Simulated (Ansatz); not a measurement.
## Field gradients of HfO2 from run to run

Cell of run 1: a COD entry, taken as it stands.

```cif
data_HfO2
_symmetry_space_group_name_H-M 'Pbca'
_symmetry_Int_Tables_number 61
_cell_length_a 5.0598
_cell_length_b 10.0172
_cell_length_c 5.2276
_cell_angle_alpha 90.000
_cell_angle_beta 90.000
_cell_angle_gamma 90.000
loop_
_atom_site_label
_atom_site_type_symbol
_atom_site_symmetry_multiplicity
_atom_site_Wyckoff_symbol
_atom_site_fract_x
_atom_site_fract_y
_atom_site_fract_z
Hf Hf 8 c 0.7466 0.8841 0.9656
O9 O 8 c 0.8620 0.7960 0.6200
O17 O 8 c 0.5100 0.9770 0.2500
```

One atom of each set is listed.

Relaxed positions (PBE, cell held):

Hf (0.7451, 0.8845, 0.9649)
O9 (0.8705, 0.7907, 0.6240)
O17 (0.5029, 0.9764, 0.2617)

All runs are DFT with Ansatz 0.2.0 (plane waves and PAW, scalar-relativistic unless spin–orbit coupling is named, Γ-centred meshes, Fermi–Dirac smearing where given) in this cell.

Run 1: PBE, gradients read without the response of the cores, atoms as given; 420 eV, 4×2×4 k-points, smearing 0.02 eV.
Run 2: PBE, gradients read without the response of the cores, atoms relaxed; 420 eV, 4×2×4 k-points, smearing 0.02 eV.
Run 3: r2SCAN, gradients read without the response of the cores, at the relaxed atoms; 500 eV, 4×2×4 k-points, smearing 0.02 eV.

```
run   Hf V_zz (η)   O9 V_zz (η)  O17 V_zz (η)
  1  13.99 (0.47)  -3.01 (0.79)  -1.69 (0.74)
  2  10.88 (0.23)  -2.94 (0.48)  -1.53 (0.69)
  3             ?             ?             ?
```

V_zz in 10²¹ V/m².

**Question.** Estimate the row of run 3.

**Answer.** Hf: 11.05 (0.25); O9: -3.03 (0.49); O17: -1.62 (0.66). It lies nearest to run 2, from whose tensors on these sites it differs by 0.23 at most (largest principal value of the difference, on Hf). Taken one at a time, the positions of the atoms (as given or relaxed) move the tensors on these sites by up to 9.74 (largest principal value of the change, on Hf), the functional (r2SCAN with its higher cutoff) by 0.23 (Hf).

Without spin–orbit coupling the gradients at and beside Hf can be off by some per cent, at some sites by more. In run 1 the atoms aren't at the calculated equilibrium (largest force 1.3 eV/Å). The cell isn't the equilibrium one in runs 1, 2 (calculated pressure 5, 6 GPa), and the entry's cell may itself be off.
